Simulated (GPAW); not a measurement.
# MoS2 (P6_3/mmc) in GPAW: further runs

Aim: see how the results for MoS2 move with the level of theory and the settings. Levels: PBEsol+D3, BP86+D3(BJ). Tasks: relaxation of cell and atoms.

Everything below comes from runs of GPAW 26.7.0. Logs are shortened: lines on timing, memory, paths and dates and some standing lists are left out, and cuts for length are marked. The log counts tension as positive stress, the text compression.

### Step 1. Starting point

It takes space group P6_3/mmc (No. 194, hexagonal). Conventional cell: a = 3.169 Å, b = 3.169 Å, c = 12.324 Å, α = 90.00°, β = 90.00°, γ = 120.00°. Mo (site symmetry -6m2) is surrounded by 6 S at 2.41 Å. Around S (site symmetry 3m) lie 3 Mo at 2.41 Å.

### Step 2. Relaxation of cell and atoms, PBEsol+D3, target pressure -1 GPa, at which the enthalpy is minimised

run.py reads:

```python
from ase.calculators.mixing import SumCalculator
from ase.filters import FrechetCellFilter
from ase.io import write
from ase.optimize import BFGS
from ase.spacegroup import crystal
from ase.units import GPa
from dftd3.ase import DFTD3
from gpaw import GPAW, PW, setup_paths

setup_paths.insert(0, '.')

# Mo 2c
# S 4f
atoms = crystal(['Mo', 'S'],
                basis=[[0.6666666667, 0.3333333333, 0.75],
                       [0.6666666667, 0.3333333333, 0.377]],
                spacegroup=194, setting=1,  # P6_3/mmc
                cellpar=[3.169, 3.169, 12.324, 90.0, 90.0, 120.0],
                primitive_cell=True)

calc = GPAW(mode=PW(600),
            xc='PBEsol',
            kpts={'size': (6, 6, 2), 'gamma': True},
            occupations={'name': 'fermi-dirac', 'width': 0.05},
            nbands=46,
            convergence={'density': 1e-05, 'energy': 1e-05},
            maxiter=150,
            txt='gpaw.txt')
atoms.calc = SumCalculator([calc, DFTD3(method='pbesol', damping='d3zero')])
opt = BFGS(FrechetCellFilter(atoms, scalar_pressure=-1 * GPa), trajectory='relax.traj', logfile='-')
done = opt.run(fmax=0.02, steps=60)
calc.write('gs.gpw')
write('result.traj', atoms)
print('Converged:', done)
print('Cell:', atoms.cell.cellpar().round(4))
print('Volume:', round(atoms.get_volume(), 4))
print(atoms.get_scaled_positions().round(5))
```

Potentials or basis: PAW data sets generated in the run's folder for this functional, pw.

Started as:

```sh
$ gpaw-setup -f PBEsol Mo S
$ OMP_NUM_THREADS=1 python run.py
```

gpaw.txt:

```text
__  _  _
 | _ |_)|_||  |
 |__||  | ||/\| - 26.7.0

Input parameters:
  mode=PW(ecut=600.0),
  convergence={'density': 1e-05, 'energy': 1e-05},
  kpts=MonkhorstPack(size=(6, 6, 2), gamma=True),
  maxiter=150,
  nbands=46,
  occupations=Occupations(name='fermi-dirac', width=0.05),
  xc=XC(name='PBEsol')

Diagonalizing LCAO Hamiltonian
Converting LCAO to pw mode

        S

           Mo
        S

           S
        Mo

           S

Atoms  # Å, Bohr magnetons
|   | symbol |         x |        y |         z |    initial magnetic moments |
|---|--------|-----------|----------|-----------|-----------------------------|
| 0 |     Mo |  1.584500 | 0.914812 |  9.243000 | ( 0.0000,  0.0000,  0.0000) |
| 1 |     Mo | -0.000000 | 1.829623 |  3.081000 | ( 0.0000,  0.0000,  0.0000) |
| 2 |      S |  1.584500 | 0.914812 |  4.646148 | ( 0.0000,  0.0000,  0.0000) |
| 3 |      S | -0.000000 | 1.829623 | 10.808148 | ( 0.0000,  0.0000,  0.0000) |
| 4 |      S | -0.000000 | 1.829623 |  7.677852 | ( 0.0000,  0.0000,  0.0000) |
| 5 |      S |  1.584500 | 0.914812 |  1.515852 | ( 0.0000,  0.0000,  0.0000) |

Unit cell  # Å
| periodic |         x |        y |         z |   lengths |     angles |
|----------|-----------|----------|-----------|-----------|------------|
|      yes |  3.169000 | 0.000000 |  0.000000 |  3.169000 |  90.000000 |
|      yes | -1.584500 | 2.744435 |  0.000000 |  3.169000 |  90.000000 |
|      yes |  0.000000 | 0.000000 | 12.324000 | 12.324000 | 120.000000 |

Number of symmetries: 12
Symmetry operations  # r_c * U_cc + t_c -> r_c
|    | kind |            matrix            |
|----|------|------------------------------|
|  0 |  σ   |  1, 1, 0,  0,-1, 0,  0, 0, 1 |
|  1 |  S6  |  1, 1, 0, -1, 0, 0,  0, 0,-1 |
|  2 |  E   |  1, 0, 0,  0, 1, 0,  0, 0, 1 |
|  3 |  C2  |  1, 0, 0, -1,-1, 0,  0, 0,-1 |
|  4 |  C2  |  0, 1, 0,  1, 0, 0,  0, 0,-1 |
|  5 |  C3  |  0, 1, 0, -1,-1, 0,  0, 0, 1 |
|  6 |  S6  |  0,-1, 0,  1, 1, 0,  0, 0,-1 |
|  7 |  σ   |  0,-1, 0, -1, 0, 0,  0, 0, 1 |
|  8 |  σ   | -1, 0, 0,  1, 1, 0,  0, 0, 1 |
|  9 |  i   | -1, 0, 0,  0,-1, 0,  0, 0,-1 |
| 10 |  C3  | -1,-1, 0,  1, 0, 0,  0, 0, 1 |
| 11 |  C2  | -1,-1, 0,  0, 1, 0,  0, 0,-1 |

BZ-sampling:
  Number of BZ points: 72
  Number of IBZ points: 14

  Monkhorst-Pack size: [6, 6, 2]
  Monkhorst-Pack shift: [0.08333333333333333, 0.08333333333333333, 0.25]

K-points  # in reciprocal-cell coordinates
|     |                                coordinates |     weight |
|-----|--------------------------------------------|------------|
|   0 | (  0.00000000,   0.00000000,   0.00000000) | 0.01388889 |
|   1 | (  0.00000000,   0.00000000,   0.50000000) | 0.01388889 |
|   2 | (  0.16666667,   0.00000000,   0.00000000) | 0.08333333 |
|   3 | (  0.16666667,   0.00000000,   0.50000000) | 0.08333333 |
|   4 | (  0.33333333,  -0.16666667,   0.00000000) | 0.08333333 |
|   5 | (  0.33333333,  -0.16666667,   0.50000000) | 0.08333333 |
|   6 | (  0.33333333,   0.00000000,   0.00000000) | 0.08333333 |
|   7 | (  0.33333333,   0.00000000,   0.50000000) | 0.08333333 |
|   8 | (  0.33333333,   0.33333333,   0.00000000) | 0.02777778 |
|   9 | (  0.33333333,   0.33333333,   0.50000000) | 0.02777778 |
| ... |                                            |            |
[... 145 lines left out ...]
| band index |      eig [eV] | occ [0-2] |
|------------|---------------|-----------|
|          0 |       -53.391 |     2.000 |
|        ... |               |           |
|         18 |         4.841 |     2.000 |
|         19 |         5.930 |     2.000 |
|         20 |         5.930 |     2.000 |
|         21 |         5.977 |     2.000 |
|         22 |         5.977 |     2.000 |
|         23 |         6.908 |     2.000 |
[... 8 lines left out ...]
|         32 |        10.533 |     0.000 |
|         33 |        10.533 |     0.000 |
|        ... |               |           |
|         45 |        20.435 |     0.000 |

Gap: 0.841 eV
Transition (v -> c):
  (s=0, k=0, n=25, [0.00, 0.00, 0.00]) -> (s=0, k=4, n=26, [0.33, -0.17, 0.00])
Direct/indirect transitions are different
Direct gap: 1.634 eV
Transition at: (s=0, k=8, n=25, [0.33, 0.33, 0.00])

Stress tensor  # eV/Ang^3
|         x |         y |        z |
|-----------|-----------|----------|
|  0.021161 | -0.000000 | 0.000000 |
| -0.000000 |  0.021161 | 0.000000 |
|  0.000000 |  0.000000 | 0.015267 |

Forces  # eV/Ang
|        x |        y |        z |
|----------|----------|----------|
| -0.00000 | -0.00000 | -0.00009 |  # Mo   0
|  0.00000 |  0.00000 |  0.00009 |  # Mo   1
| -0.00000 | -0.00000 | -0.30837 |  # S    2
|  0.00000 |  0.00000 | -0.30819 |  # S    3
|  0.00000 |  0.00000 |  0.30837 |  # S    4
| -0.00000 | -0.00000 |  0.30819 |  # S    5

Interpolating wave functions to new cell

        S

           Mo
        S

           S
        Mo

           S

Atoms  # Å, Bohr magnetons
|   | symbol |         x |        y |         z |    initial magnetic moments |
|---|--------|-----------|----------|-----------|-----------------------------|
| 0 |     Mo |  1.582719 | 0.913783 |  9.234214 | ( 0.0000,  0.0000,  0.0000) |
| 1 |     Mo | -0.000000 | 1.827567 |  3.078073 | ( 0.0000,  0.0000,  0.0000) |
| 2 |      S |  1.582719 | 0.913783 |  4.637248 | ( 0.0000,  0.0000,  0.0000) |
| 3 |      S | -0.000000 | 1.827567 | 10.793394 | ( 0.0000,  0.0000,  0.0000) |
| 4 |      S | -0.000000 | 1.827567 |  7.675039 | ( 0.0000,  0.0000,  0.0000) |
| 5 |      S |  1.582719 | 0.913783 |  1.518893 | ( 0.0000,  0.0000,  0.0000) |
[... 447 lines left out ...]
| band index |      eig [eV] | occ [0-2] |
|------------|---------------|-----------|
|          0 |       -53.216 |     2.000 |
|        ... |               |           |
|         18 |         4.882 |     2.000 |
|         19 |         6.014 |     2.000 |
|         20 |         6.014 |     2.000 |
|         21 |         6.058 |     2.000 |
|         22 |         6.058 |     2.000 |
|         23 |         7.078 |     2.000 |
[... 8 lines left out ...]
|         32 |        10.780 |     0.000 |
|         33 |        10.780 |     0.000 |
|        ... |               |           |
|         45 |        19.952 |     0.000 |

Gap: 0.846 eV
Transition (v -> c):
  (s=0, k=0, n=25, [0.00, 0.00, 0.00]) -> (s=0, k=4, n=26, [0.33, -0.17, 0.00])
Direct/indirect transitions are different
Direct gap: 1.646 eV
Transition at: (s=0, k=8, n=25, [0.33, 0.33, 0.00])

Stress tensor  # eV/Ang^3
|         x |        y |         z |
|-----------|----------|-----------|
|  0.004772 | 0.000000 | -0.000000 |
|  0.000000 | 0.004772 |  0.000000 |
| -0.000000 | 0.000000 | -0.010952 |

Forces  # eV/Ang
|        x |        y |        z |
|----------|----------|----------|
|  0.00000 |  0.00000 | -0.00024 |  # Mo   0
| -0.00000 |  0.00000 |  0.00024 |  # Mo   1
| -0.00000 | -0.00000 |  0.14090 |  # S    2
|  0.00000 |  0.00000 |  0.14120 |  # S    3
|  0.00000 |  0.00000 | -0.14090 |  # S    4
| -0.00000 | -0.00000 | -0.14120 |  # S    5

Interpolating wave functions to new cell

        S

           Mo
        S

           S
        Mo

           S

Atoms  # Å, Bohr magnetons
|   | symbol |         x |        y |         z |    initial magnetic moments |
|---|--------|-----------|----------|-----------|-----------------------------|
| 0 |     Mo |  1.576125 | 0.909976 |  9.212134 | ( 0.0000,  0.0000,  0.0000) |
| 1 |     Mo | -0.000000 | 1.819952 |  3.070708 | ( 0.0000,  0.0000,  0.0000) |
| 2 |      S |  1.576125 | 0.909976 |  4.617514 | ( 0.0000,  0.0000,  0.0000) |
| 3 |      S | -0.000000 | 1.819952 | 10.758938 | ( 0.0000,  0.0000,  0.0000) |
| 4 |      S | -0.000000 | 1.819952 |  7.665328 | ( 0.0000,  0.0000,  0.0000) |
| 5 |      S |  1.576125 | 0.909976 |  1.523904 | ( 0.0000,  0.0000,  0.0000) |
[... 188 lines left out ...]
| band index |      eig [eV] | occ [0-2] |
|------------|---------------|-----------|
|          0 |       -53.190 |     2.000 |
|        ... |               |           |
|         18 |         4.909 |     2.000 |
|         19 |         6.043 |     2.000 |
|         20 |         6.043 |     2.000 |
|         21 |         6.087 |     2.000 |
|         22 |         6.087 |     2.000 |
|         23 |         7.092 |     2.000 |
[... 8 lines left out ...]
|         32 |        10.810 |     0.000 |
|         33 |        10.810 |     0.000 |
|        ... |               |           |
|         45 |        19.981 |     0.000 |

Gap: 0.847 eV
Transition (v -> c):
  (s=0, k=0, n=25, [0.00, 0.00, 0.00]) -> (s=0, k=4, n=26, [0.33, -0.17, 0.00])
Direct/indirect transitions are different
Direct gap: 1.655 eV
Transition at: (s=0, k=8, n=25, [0.33, 0.33, 0.00])

Stress tensor  # eV/Ang^3
|        x |        y |         z |
|----------|----------|-----------|
| 0.003177 | 0.000000 |  0.000000 |
| 0.000000 | 0.003177 |  0.000000 |
| 0.000000 | 0.000000 | -0.011441 |

Forces  # eV/Ang
|        x |        y |        z |
|----------|----------|----------|
|  0.00000 |  0.00000 | -0.00001 |  # Mo   0
| -0.00000 |  0.00000 |  0.00001 |  # Mo   1
|  0.00000 |  0.00000 |  0.14740 |  # S    2
| -0.00000 |  0.00000 |  0.14741 |  # S    3
|  0.00000 |  0.00000 | -0.14740 |  # S    4
|  0.00000 | -0.00000 | -0.14741 |  # S    5

Interpolating wave functions to new cell

        S

           Mo
        S

           S
        Mo

           S

Atoms  # Å, Bohr magnetons
|   | symbol |         x |        y |         z |    initial magnetic moments |
|---|--------|-----------|----------|-----------|-----------------------------|
| 0 |     Mo |  1.565672 | 0.903941 |  9.208538 | ( 0.0000,  0.0000,  0.0000) |
| 1 |     Mo | -0.000000 | 1.807882 |  3.069521 | ( 0.0000,  0.0000,  0.0000) |
| 2 |      S |  1.565672 | 0.903941 |  4.627319 | ( 0.0000,  0.0000,  0.0000) |
| 3 |      S | -0.000000 | 1.807882 | 10.766366 | ( 0.0000,  0.0000,  0.0000) |
| 4 |      S | -0.000000 | 1.807882 |  7.650740 | ( 0.0000,  0.0000,  0.0000) |
| 5 |      S |  1.565672 | 0.903941 |  1.511693 | ( 0.0000,  0.0000,  0.0000) |
[... 2269 lines left out ...]
Gap: 0.765 eV
Transition (v -> c):
  (s=0, k=0, n=25, [0.00, 0.00, 0.00]) -> (s=0, k=4, n=26, [0.33, -0.17, 0.00])
Direct/indirect transitions are different
Direct gap: 1.724 eV
Transition at: (s=0, k=8, n=25, [0.33, 0.33, 0.00])

Stress tensor  # eV/Ang^3
|         x |         y |         z |
|-----------|-----------|-----------|
| -0.006080 | -0.000000 |  0.000000 |
| -0.000000 | -0.006080 | -0.000000 |
|  0.000000 | -0.000000 | -0.007940 |

Forces  # eV/Ang
|        x |        y |        z |
|----------|----------|----------|
| -0.00000 | -0.00000 | -0.00027 |  # Mo   0
|  0.00000 |  0.00000 |  0.00027 |  # Mo   1
|  0.00000 | -0.00000 |  0.00120 |  # S    2
| -0.00000 |  0.00000 |  0.00142 |  # S    3
| -0.00000 |  0.00000 | -0.00120 |  # S    4
|  0.00000 | -0.00000 | -0.00142 |  # S    5

# Writing to gs.gpw (mode='')
```

It took 9.9 min on 1 thread of Arm Neoverse V1, shared host; peak memory 0.35 GiB.

Results:

- Free energy: -48.7484 eV
- Relaxed volume: 17.15 Å³/atom
- Relaxed cell: a = 3.132 Å, b = 3.132 Å, c = 12.113 Å, α = 90.00°, β = 90.00°, γ = 120.00°
- Space group after relaxing (to 0.05 Å): P6_3/mmc (No. 194)
- Energy change on relaxing (the enthalpy is what falls): -10.8 meV/atom
- Ionic steps: 13
- Pressure after relaxing: -1.0 GPa
- Largest force after relaxing: 0.008 eV/Å
- Band gap on the k mesh: 0.76 eV, indirect (least direct gap 1.72 eV)
- Dispersion energy per atom: -0.220 eV

Forces in eV/Å, atoms in the order of the input:
```
Mo   0.000  0.000  0.000
Mo   0.000  0.000  0.000
S    0.000  0.000 -0.008
S    0.000  0.000 -0.008
S    0.000  0.000  0.008
S    0.000  0.000  0.008
```

Step by step:
```csv
step,energy change (eV),largest force (eV/Å),pressure (GPa),volume (Å³)
1,0.0000,0.3142,-5.02,107.18
2,-0.0141,0.1810,-4.15,106.84
3,-0.0332,0.1353,-1.92,105.89
4,-0.0364,0.1414,-1.73,105.70
5,-0.0546,0.0613,-0.88,104.26
6,-0.0551,0.0205,-1.04,104.22
7,-0.0552,0.0056,-1.13,104.22
8,-0.0554,0.0103,-1.21,104.20
9,-0.0563,0.0354,-1.35,104.09
10,-0.0585,0.0605,-1.46,103.82
11,-0.0619,0.0668,-1.43,103.34
12,-0.0643,0.0394,-1.23,103.00
13,-0.0649,0.0080,-1.04,102.93
```

Final structure:
```cif
data_structure
_symmetry_space_group_name_H-M 'P 1'
_symmetry_Int_Tables_number 1
_cell_length_a 3.1323
_cell_length_b 3.1323
_cell_length_c 12.1133
_cell_angle_alpha 90.000
_cell_angle_beta 90.000
_cell_angle_gamma 120.000
_cell_volume 102.93
loop_
_atom_site_label
_atom_site_type_symbol
_atom_site_fract_x
_atom_site_fract_y
_atom_site_fract_z
_atom_site_occupancy
Mo1 Mo 0.66667 0.33333 0.75000 1
Mo2 Mo 0.33333 0.66667 0.25000 1
S1 S 0.66667 0.33333 0.37875 1
S2 S 0.33333 0.66667 0.87876 1
S3 S 0.33333 0.66667 0.62125 1
S4 S 0.66667 0.33333 0.12124 1
```

Caveat: the k mesh is coarse; later steps reuse the first step's grids.

### Step 3. Relaxation of cell and atoms, BP86+D3(BJ)

run.py reads:

```python
from ase.calculators.mixing import SumCalculator
from ase.filters import FrechetCellFilter
from ase.io import read, write
from ase.optimize import BFGS
from dftd3.ase import DFTD3
from gpaw import GPAW, PW, setup_paths

setup_paths.insert(0, '.')

atoms = read('POSCAR')

calc = GPAW(mode=PW(600),
            xc='GGA_X_B88+GGA_C_P86',
            kpts={'size': (6, 6, 2), 'gamma': True},
            occupations={'name': 'fermi-dirac', 'width': 0.05},
            nbands=46,
            convergence={'density': 1e-05, 'energy': 1e-05},
            maxiter=150,
            txt='gpaw.txt')
atoms.calc = SumCalculator([calc, DFTD3(method='bp', damping='d3bj')])
opt = BFGS(FrechetCellFilter(atoms), trajectory='relax.traj', logfile='-')
done = opt.run(fmax=0.05, steps=100)
calc.write('gs.gpw')
write('result.traj', atoms)
print('Converged:', done)
print('Cell:', atoms.cell.cellpar().round(4))
print('Volume:', round(atoms.get_volume(), 4))
print(atoms.get_scaled_positions().round(5))
```

POSCAR reads:

```
MoS2
1.0
    3.1690000000      0.0000000000      0.0000000000
   -1.5845000000      2.7444345046      0.0000000000
    0.0000000000      0.0000000000     12.3240000000
Mo S
2 4
Direct
    0.6666666667      0.3333333333      0.7500000000
    0.3333333333      0.6666666667      0.2500000000
    0.6666666667      0.3333333333      0.3770000000
    0.3333333333      0.6666666667      0.8770000000
    0.6666666667      0.3333333333      0.1230000000
    0.3333333333      0.6666666667      0.6230000000
```

Potentials or basis: PAW data sets generated in the run's folder for this functional, pw.

Started as:

```sh
$ gpaw-setup -f GGA_X_B88+GGA_C_P86 Mo S
$ OMP_NUM_THREADS=1 python run.py
```

Run time: 9.2 min. Hardware: 1 thread of Arm Neoverse V1, shared host; peak memory 0.37 GiB.

The run converged. Its results:

| Quantity | Value |
| --- | --- |
| Free energy | -48.6933 eV |
| Relaxed volume | 16.15 Å³/atom |
| Relaxed cell | a = 3.119 Å, b = 3.119 Å, c = 11.503 Å, α = 90.00°, β = 90.00°, γ = 120.00° |
| Space group after relaxing (to 0.05 Å) | P6_3/mmc (No. 194) |
| Energy gained by relaxing | 34.2 meV/atom |
| Ionic steps | 11 |
| Pressure after relaxing | -0.4 GPa |
| Largest force after relaxing | 0.052 eV/Å |
| Band gap on the k mesh | 0.46 eV, indirect (least direct gap 1.73 eV) |
| Dispersion energy per atom | -1.002 eV |

Forces in eV/Å, atoms in the order of the input:
```
Mo   0.000  0.000 -0.001
Mo   0.000  0.000  0.001
S    0.000  0.000 -0.052
S    0.000  0.000 -0.051
S    0.000  0.000  0.051
S    0.000  0.000  0.052
```

Step by step:
```
step  energy change (eV)  largest force (eV/Å)  pressure (GPa)  volume (Å³)
   1              0.0000                0.0191           -5.42       107.18
   2             -0.0144                0.0562           -4.81       106.72
   3             -0.0782                0.5508            0.03       102.89
   4             -0.0948                0.5306            0.60       101.92
   5             -0.1402                0.1641            1.22        98.63
   6             -0.1468                0.0253            0.49        98.55
   7             -0.1560                0.1343           -0.54        98.53
   8             -0.1689                0.2639           -1.38        98.29
   9             -0.1881                0.3374           -1.84        97.62
  10             -0.2003                0.2312           -1.32        97.11
  11             -0.2052                0.0518           -0.39        96.92
```

Final structure:
```cif
data_structure
_symmetry_space_group_name_H-M 'P 1'
_symmetry_Int_Tables_number 1
_cell_length_a 3.1192
_cell_length_b 3.1192
_cell_length_c 11.5029
_cell_angle_alpha 90.000
_cell_angle_beta 90.000
_cell_angle_gamma 120.000
_cell_volume 96.92
loop_
_atom_site_label
_atom_site_type_symbol
_atom_site_fract_x
_atom_site_fract_y
_atom_site_fract_z
_atom_site_occupancy
Mo1 Mo 0.66667 0.33333 0.75000 1
Mo2 Mo 0.33333 0.66667 0.25000 1
S1 S 0.66667 0.33333 0.38629 1
S2 S 0.33333 0.66667 0.88629 1
S3 S 0.66667 0.33333 0.11371 1
S4 S 0.33333 0.66667 0.61371 1
```

Levels at points of the mesh, in eV from the valence-band top:
| k point | band 24 | band 25 | band 26 | band 27 | band 28 | band 29 |
| --- | --- | --- | --- | --- | --- | --- |
| (0.00, 0.00, 0.00) | -1.60 | -0.81 | 0.00 | 1.90 | 1.90 | 1.93 |
| (0.00, 0.00, 0.50) | -2.36 | -0.22 | -0.22 | 1.88 | 1.88 | 1.88 |
| (0.50, 0.50, 0.00) | -1.78 | -1.61 | -1.52 | 1.44 | 1.54 | 1.76 |
| (0.50, 0.50, 0.50) | -1.85 | -1.62 | -1.62 | 1.48 | 1.48 | 2.02 |

Caveat: the k mesh is coarse; later steps reuse the first step's grids. A k mesh can miss the band edges.
